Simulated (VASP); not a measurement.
# Hf (Fm-3m) in VASP: a series of runs

One crystal, Hf, is run at these levels: LDA; tasks: relaxation of cell and atoms.

All numbers are computed with VASP 6.6.1; they aren't measurements. Logs are shortened: lines on timing, memory, paths and dates and some standing lists are left out, and cuts for length are marked.

### Step 1. The crystal as given

It takes space group Fm-3m (No. 225, cubic). The conventional cell has a = 4.440 Å, b = 4.440 Å, c = 4.440 Å, α = 90.00°, β = 90.00°, γ = 90.00°. Hf (site symmetry m-3m) is surrounded by 12 Hf at 3.14 Å.

This isn't the form of Hf at room conditions, which is hcp.

### Step 2. Relaxation of cell and atoms, LDA, target pressure 20 GPa, at which the enthalpy is minimised

The input, INCAR:

```
SYSTEM = Hf
ALGO = Fast
EDIFF = 1E-7
EDIFFG = -0.01
ENCUT = 600
GGA = CA
IBRION = 2
ISIF = 3
ISMEAR = -1
LASPH = .True.
LCHARG = .False.
LREAL = .False.
LWAVE = .False.
NELM = 80
NSW = 40
PREC = Accurate
PSTRESS = 200
SIGMA = 0.05
```

The input, KPOINTS:

```
k-points
0
Gamma
  10 10 10
  0 0 0
```

The input, POSCAR:

```
Hf
1.0
    0.0000000000      2.2200000000      2.2200000000
    2.2200000000      0.0000000000      2.2200000000
    2.2200000000      2.2200000000      0.0000000000
Hf
1
Direct
    0.0000000000      0.0000000000      0.0000000000
```

Potentials or basis: VASP PAW LDA potentials, release 64 (Hf_pv).

The run is started by

```console
$ cat potpaw_LDA.64/Hf_pv/POTCAR > POTCAR
$ mpirun -np 1 vasp_std > vasp.out
```

OUTCAR:

```text
SYSTEM = Hf
   EDIFF = 1E-7
   EDIFFG = -0.01
   ENCUT = 600
   GGA = CA
   IBRION = 2
   ISIF = 3
   ISMEAR = -1
   LASPH = .True.
   LREAL = .False.
   NELM = 80
   NSW = 40
   PREC = Accurate
   PSTRESS = 200

 ion  position               nearest neighbor table
   1  0.000  0.000  0.000-

  LATTYP: Found a face centered cubic cell.
 ALAT       =     4.4400000000

  Lattice vectors:

 A1 = (   0.0000000000,   2.2200000000,   2.2200000000)
 A2 = (   2.2200000000,   0.0000000000,   2.2200000000)
 A3 = (   2.2200000000,   2.2200000000,   0.0000000000)

Analysis of symmetry for initial positions (statically):
=====================================================================
 Subroutine PRICEL returns:
 Original cell was already a primitive cell.

 Routine SETGRP: Setting up the symmetry group for a
 face centered cubic supercell.

 Subroutine GETGRP returns: Found 48 space group operations
 (whereof 48 operations were pure point group operations)
 out of a pool of 48 trial point group operations.

The static configuration has the point symmetry O_h .

Analysis of symmetry for dynamics (positions and initial velocities):
=====================================================================
 Subroutine PRICEL returns:
 Original cell was already a primitive cell.

 Routine SETGRP: Setting up the symmetry group for a
 face centered cubic supercell.

 Subroutine GETGRP returns: Found 48 space group operations
 (whereof 48 operations were pure point group operations)
 out of a pool of 48 trial point group operations.

The dynamic configuration has the point symmetry O_h .

 Subroutine INISYM returns: Found 48 space group operations
 (whereof 48 operations are pure point group operations),
 and found     1 'primitive' translations

----------------------------------------------------------------------------------------

                                     Primitive cell

  volume of cell :      21.8821

  direct lattice vectors                    reciprocal lattice vectors
     0.000000000  2.220000000  2.220000000    -0.225225225  0.225225225  0.225225225
     2.220000000  0.000000000  2.220000000     0.225225225 -0.225225225  0.225225225
     2.220000000  2.220000000  0.000000000     0.225225225  0.225225225 -0.225225225

  length of vectors
     3.139554108  3.139554108  3.139554108     0.390101533  0.390101533  0.390101533

  position of ions in fractional coordinates (direct lattice)
     0.000000000  0.000000000  0.000000000

  ion indices of the primitive-cell ions
   primitive index   ion index
                 1           1

----------------------------------------------------------------------------------------

 KPOINTS: k-points

Automatic generation of k-mesh.
 Grid dimensions read from file:
 generate k-points for:   10   10   10

 Generating k-lattice:

  Cartesian coordinates                     Fractional coordinates (reciprocal lattice)
    -0.022522523  0.022522523  0.022522523     0.100000000  0.000000000  0.000000000
     0.022522523 -0.022522523  0.022522523     0.000000000  0.100000000  0.000000000
     0.022522523  0.022522523 -0.022522523     0.000000000  0.000000000  0.100000000

  Length of vectors
     0.039010153  0.039010153  0.039010153

  Shift w.r.t. Gamma in fractional coordinates (k-lattice)
     0.000000000  0.000000000  0.000000000

 Subroutine IBZKPT returns following result:
 ===========================================

 Found     47 irreducible k-points:

 Following reciprocal coordinates:
            Coordinates               Weight
  0.000000  0.000000  0.000000      1.000000
  0.100000  0.000000  0.000000      8.000000
  0.200000  0.000000  0.000000      8.000000
  0.300000  0.000000  0.000000      8.000000
  0.400000  0.000000  0.000000      8.000000
  0.500000  0.000000  0.000000      4.000000
[... 16 lines left out ...]
  0.300000  0.300000  0.000000      6.000000
  0.400000  0.300000  0.000000     24.000000
 [... further k-points ...]
   k-points           NKPTS =     47   k-points in BZ     NKDIM =     47   number of bands    NBANDS=      9
   number of dos      NEDOS =    301   number of ions     NIONS =      1
   total plane-waves  NPLWV =  21952
   dimension x,y,z NGX =    28 NGY =   28 NGZ =   28
   dimension x,y,z NGXF=    56 NGYF=   56 NGZF=   56
   ions per type =               1
   NGX,Y,Z   is equivalent  to a cutoff of  14.83, 14.83, 14.83 a.u.
   NGXF,Y,Z  is equivalent  to a cutoff of  29.65, 29.65, 29.65 a.u.
 SYSTEM =  Hf
   PREC   = accura    normal or accurate (medium, high low for compatibility)
   ISTART =      0    job   : 0-new  1-cont  2-samecut
   ICHARG =      2    charge: 1-file 2-atom 10-const
   ISPIN  =      1    spin polarized calculation?
   LNONCOLLINEAR =      F non collinear calculations
   LSORBIT =      F    spin-orbit coupling
   LASPH  =      T    aspherical Exc in radial PAW
   ENCUT  =  600.0 eV  44.10 Ry    6.64 a.u.   6.27  6.27  6.27*2*pi/ulx,y,z
   NELM   =     80;   NELMIN=  2; NELMDL= -5     # of ELM steps
   EDIFF  = 0.1E-06   stopping-criterion for ELM
   LREAL  =      F    real-space projection
   EDIFFG = -.1E-01   stopping-criterion for IOM
   NSW    =     40    number of steps for IOM
   IBRION =      2    ionic relax: 0-MD 1-quasi-New 2-CG
   NFREE  =      1    steps in history (QN), initial steepest desc. (CG)
   ISIF   =      3    stress and relaxation
   ISYM   =      2    0-nonsym 1-usesym 2-fastsym
   POTIM  = 0.5000    time-step for ionic-motion
   TEBEG  =    0.0;   TEEND  =   0.0 temperature during run
   PSTRESS=  200.0 pullay stress
   NELECT =      10.0000    total number of electrons
   NUPDOWN=      -1.0000    fix difference up-down
   EMIN   =  10.00;   EMAX   =-10.00  energy-range for DOS
   EFERMI =   0.00;   METHOD = LEGACY
   ISMEAR =    -1;   SIGMA  =   0.05  broadening in eV -4-tet -1-fermi 0-gaus
   EFERMI_NEDOS =   21; number of points for ismear=-14 and -15
   IALGO  =     68    algorithm
   IMIX   =      4    mixing-type and parameters
     AMIX     =   0.40;   BMIX     =  1.00
     AMIX_MAG =   1.60;   BMIX_MAG =  1.00
  volume/ion in A,a.u.               =      21.88       147.67
  Fermi-wavevector in a.u.,A,eV,Ry     =   1.260991  2.382927 21.634588  1.590097
  Thomas-Fermi vector in A             =   2.394472
   LORBIT       =      0    0 simple, 1 ext, 2 COOP (PROOUT), +10 PAW based schemes
   GGA     = CA    functional components
   LHFCALC =     F    Hartree Fock is set to
   AEXX    =    0.0000 exact exchange contribution
   IVDW    =     0    specifies the selected vdW correction
   LEPSILON=     F    determine dielectric tensor
   LRPA    =     F    only Hartree local field effects (RPA)
 conjugate gradient relaxation of ions
 non-spin polarized calculation
 RMM-DIIS sequential band-by-band and
  energy-cutoff  :      600.00
  volume of cell :       21.88
 maximum number of plane-waves:       745
 NGX is ok and might be reduce to    28
   NGX = 13   NGY = 13   NGZ = 13

--------------------------------------- Ionic step        1  -------------------------------------------

 number of electron      10.0000000 magnetization

 Free energy of the ion-electron system (eV)
  ---------------------------------------------------
  ext. energy  EPLUGINS =         0.00000000
  ---------------------------------------------------
  free energy    TOTEN  =       -10.61926578 eV

  energy without entropy =      -10.60835492  energy(sigma->0) =      -10.61381035

------------------------ aborting loop because EDIFF is reached ----------------------------------------

  FORCE on cell =-STRESS in cart. coord.  units (eV):
  Direction    XX          YY          ZZ          XY          YZ          ZX
  --------------------------------------------------------------------------------------
  -------------------------------------------------------------------------------------
  Total       -0.7816812     -0.7816812     -0.7816812      0.0000000     -0.0000000     -0.0000000
  in kB      -57.2336366    -57.2336366    -57.2336366      0.0000000     -0.0000000     -0.0000000
  external PRESSURE =    -257.2336366 kB  Pullay stress =     200.0000000 kB
[... 133 lines left out ...]
  enthalpy is  TOTEN    =        -8.2252445282 eV   P V=        2.2753065580

--------------------------------------- Ionic step        5  -------------------------------------------

 number of electron      10.0000001 magnetization

 Free energy of the ion-electron system (eV)
  ---------------------------------------------------
  ext. energy  EPLUGINS =         0.00000000
  ---------------------------------------------------
  free energy    TOTEN  =       -10.48880728 eV

  energy without entropy =      -10.47581967  energy(sigma->0) =      -10.48231347

 E-fermi :   6.2446     XC(G=0): -12.4623

 val. band max:        6.2336890265   @ k =   0.2000   0.1000   0.0000
 cond. band min:       6.2782504209   @ k =   0.4000   0.1000   0.0000
 fundamental gap:      0.0445613944
 Fermi energy:         6.2445698795

 k-point     1 :       0.0000    0.0000    0.0000
  band No.  band energies     occupation
      1     -22.8873      2.00000
      2     -22.8873      2.00000
      3     -22.8873      2.00000
      4      -1.5810      2.00000
      5       7.5828      0.00000
      6       7.5828      0.00000
      7       7.5828      0.00000
      8      11.1753      0.00000
      9      11.1753      0.00000
[... 265 lines left out ...]
 k-point    24 :       0.4000    0.3000    0.0000
  band No.  band energies     occupation
      1     -24.1425      2.00000
      2     -23.3892      2.00000
      3     -23.3335      2.00000
      4       2.4946      2.00000
      5       4.0083      2.00000
      6       7.5465      0.00000
      7      11.0985      0.00000
      8      12.4995      0.00000
      9      13.8180      0.00000

 [... further k-points ...]

------------------------ aborting loop because EDIFF is reached ----------------------------------------

  FORCE on cell =-STRESS in cart. coord.  units (eV):
  Direction    XX          YY          ZZ          XY          YZ          ZX
  --------------------------------------------------------------------------------------
  -------------------------------------------------------------------------------------
  Total        2.2636937      2.2636937      2.2636937     -0.0000000     -0.0000000      0.0000000
  in kB      200.0364765    200.0364765    200.0364765     -0.0000000     -0.0000000      0.0000000
  external PRESSURE =       0.0364765 kB  Pullay stress =     200.0000000 kB
[... 16 lines left out ...]
  FREE ENERGIE OF THE ION-ELECTRON SYSTEM (eV)
  ---------------------------------------------------
  free  energy   TOTEN  =       -10.4888072800 eV

  energy  without entropy=      -10.4758196686  energy(sigma->0) =      -10.48231347

  enthalpy is  TOTEN    =        -8.2255264078 eV   P V=        2.2632808722

 reached required accuracy - stopping structural energy minimisation
```

Wall time 1.7 min (1 thread of AMD EPYC 7R43 (Zen 3), shared host); peak memory 0.13 GiB.

What came out:

| Quantity | Value |
| --- | --- |
| Free energy | -10.4888 eV |
| Relaxed volume | 18.13 Å³/atom |
| Relaxed cell | a = 2.949 Å, b = 2.949 Å, c = 2.949 Å, α = 60.00°, β = 60.00°, γ = 60.00° |
| Space group after relaxing (to 0.05 Å) | Fm-3m (No. 225) |
| Energy change on relaxing (the enthalpy is what falls) | +130.5 meV/atom |
| Ionic steps | 5 |
| Pressure after relaxing | 20.0 GPa |
| Band gap on the k mesh | none (metal or under the smearing width) |

Step by step:
```
step  energy change (eV)  largest force (eV/Å)  pressure (GPa)  volume (Å³)
   1              0.0000                0.0000           -5.72        21.88
   2              2.4020                0.0000          137.50        12.54
   3              0.0858                0.0000           16.33        18.53
   4              0.1187                0.0000           19.08        18.23
   5              0.1305                0.0000           20.00        18.13
```

Final structure:
```
CELL_PARAMETERS angstrom
0.00000 2.08511 2.08511
2.08511 0.00000 2.08511
2.08511 2.08511 0.00000
ATOMIC_POSITIONS crystal
Hf 0.00000 0.00000 0.00000
```

Caveat: the cell is relaxed towards a set pressure, so the enthalpy falls and the energy may rise; the volume moved by over 15 % at a fixed basis, so the end points are rough. The run has no spin-orbit coupling, so splittings on Hf are missing.

### Step 3. Relaxation of cell and atoms, LDA, target pressure 30 GPa, at which the enthalpy is minimised

INCAR: that of step 2 with these lines changed.

```diff
@@ -16,3 +16,3 @@
 PREC = Accurate
-PSTRESS = 200
+PSTRESS = 300
 SIGMA = 0.05
```

KPOINTS is that of step 2.

POSCAR is that of step 2.

Potentials or basis: VASP PAW LDA potentials, release 64 (Hf_pv).

The run is started by

```console
$ cat potpaw_LDA.64/Hf_pv/POTCAR > POTCAR
$ mpirun -np 1 vasp_std > vasp.out
```

Run time: 1.8 min. Hardware: 1 thread of AMD EPYC 7R43 (Zen 3), shared host; peak memory 0.15 GiB.

It converged, with:

```
Free energy                                            : -10.3471 eV
Relaxed volume                                         : 17.22 Å³/atom
Relaxed cell                                           : a = 2.898 Å, b = 2.898 Å, c = 2.898 Å, α = 60.00°, β = 60.00°, γ = 60.00°
Space group after relaxing (to 0.05 Å)                 : Fm-3m (No. 225)
Energy change on relaxing (the enthalpy is what falls) : +272.2 meV/atom
Ionic steps                                            : 5
Pressure after relaxing                                : 30.1 GPa
Band gap on the k mesh                                 : none (metal or under the smearing width)
```

The path:
```
step  energy change (eV)  largest force (eV/Å)  pressure (GPa)  volume (Å³)
   1              0.0000                0.0000           -5.72        21.88
   2              6.2393                0.0000          341.50         9.78
   3              0.1637                0.0000           22.51        17.88
   4              0.2267                0.0000           26.99        17.47
   5              0.2722                0.0000           30.06        17.22
```

Final structure:
```xyz
1
Lattice="0.0000 2.0494 2.0494 2.0494 0.0000 2.0494 2.0494 2.0494 0.0000" Properties=species:S:1:pos:R:3 pbc="T T T"
Hf    0.0000    0.0000    0.0000
```

Levels at points of the mesh, in eV from the Fermi level:
```
           k point  band 3  band 4  band 5  band 6  band 7  band 8
(0.00, 0.00, 0.00)  -28.98   -7.99    1.29    1.29    1.29    5.12
(0.50, 0.00, 0.00)  -29.22   -4.54    0.94    0.94    1.92    8.16
(0.50, 0.50, 0.00)  -29.65   -4.62   -3.37    4.49    8.18    9.10
```

Caveat: the cell is relaxed towards a set pressure, so the enthalpy falls and the energy may rise; the volume moved by over 15 % at a fixed basis, so the end points are rough.
